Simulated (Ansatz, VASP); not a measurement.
# Nb: VASP beside Ansatz

```
Nb
1.0
     2.66024    0.00000    0.00000
     0.00000    2.66024    0.00000
     0.00000    0.00000    2.66024
Nb
1
Direct
  0.00000 0.00000 0.00000
```

Change from the starting cell: volume scaled by 1, crystal datasets.

Alike in both runs: task single point; functional LDA; k mesh 14 × 14 × 14; occupations fermi-dirac, width 0.05 eV; no spin polarisation.

|  | VASP | Ansatz |
| --- | --- | --- |
| version | VASP 6.6.1 | Ansatz 0.2.0 |
| potentials or method | VASP PAW LDA potentials, release 64 (Nb_sv), cutoff 520 eV | all-electron PAW with datasets made for the crystal, scalar-relativistic |

```tsv
	VASP	Ansatz	Ansatz less VASP
pressure (GPa)	-0.1	0.0	+0.11
```

Ansatz ran all-electron here, so the differences hold the error of VASP's frozen core and of both bases.
